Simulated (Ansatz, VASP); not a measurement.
AlGaN2: VASP beside Ansatz

Contents of INCAR:

```
SYSTEM = AlGaN2
ALGO     = Normal         ! electronic algorithm
EDIFF    = 1E-7           ! SCF threshold, eV
ENCUT    = 520            ! plane-wave cutoff, eV
ISIF     = 2              ! what is computed and relaxed
ISMEAR   = 0              ! smearing method
LASPH    = .True.         ! aspherical terms in the spheres
LCHARG   = .False.        ! write CHGCAR
LREAL    = .False.        ! projectors in reciprocal space
LWAVE    = .False.        ! write WAVECAR
NBANDS   = 21             ! bands
NELM     = 100            ! most SCF steps
PREC     = Accurate       ! precision mode
SIGMA    = 0.05           ! smearing width, eV
```

Contents of KPOINTS:

```
k-points
0
Gamma
  8 8 6
  0 0 0
```

The input POSCAR:

```
AlGaN2
1.0
    3.1408770487      0.0000000000      0.0000000000
    0.0000000000      3.1408770487      0.0000000000
    0.0000000000      0.0000000000      4.4238379400
Al Ga N
1 1 2
Direct
    0.5000000000      0.5000000000      0.5000000000
    0.0000000000      0.0000000000      0.0000000000
    0.5000000000      0.0000000000      0.7382648100
    0.0000000000      0.5000000000      0.2617351900
```

Input for Ansatz:

```yaml
crystal:
  lattice:
    - [3.1408770487, 0.0, 0.0]
    - [0.0, 3.1408770487, 0.0]
    - [0.0, 0.0, 4.42383794]
  atoms:
    - { symbol: Al, position: [0.5, 0.5, 0.5] }
    - { symbol: Ga, position: [0.0, 0.0, 0.0] }
    - { symbol: "N", position: [0.5, 0.0, 0.73826481] }
    - { symbol: "N", position: [0.0, 0.5, 0.26173519] }
basis:
  ecutwfc: 420
kpoints:
  mp_grid: { grid: [8, 8, 6] }
hamiltonian:
  xc: lda
scf:
  occupations: { method: gaussian, width: 0.05 }
output:
  forces: true
  stress: true
  eigenvalues: true
```

The cell comes from a database or a generator and needn't be the stable form of this composition.

Alike in both runs: task single point; functional LDA; k mesh 8 × 8 × 6; occupations gaussian, width 0.05 eV; no spin polarisation.

|  | VASP | Ansatz |
| --- | --- | --- |
| version | VASP 6.6.1 | Ansatz 0.2.0 |
| potentials or method | VASP PAW LDA potentials, release 64 (Al, Ga_d, N) | scalar-relativistic, plane waves, PAW |
| plane-wave cutoff (eV) | 520 | 420 |
| valence electrons in the cell | 26 | 26 |

|  | VASP | Ansatz | Ansatz less VASP |
| --- | --- | --- | --- |
| gap on the k mesh at the Fermi level (eV) | 2.87 | 2.86 | -0.012 |
| least direct gap on the mesh (eV) | 2.87 | 2.86 | -0.012 |
| pressure (GPa) | -4.2 | -5.0 | -0.78 |
| largest component of the traceless stress (GPa) | 0.13 | 0.14 | +0.010 |
| rms of the force components (eV/Å) | 0.069 | 0.080 | +0.0114 |

Atom by atom the forces differ by 0.011 eV/Å (rms over components).

A k mesh can miss the band edges.
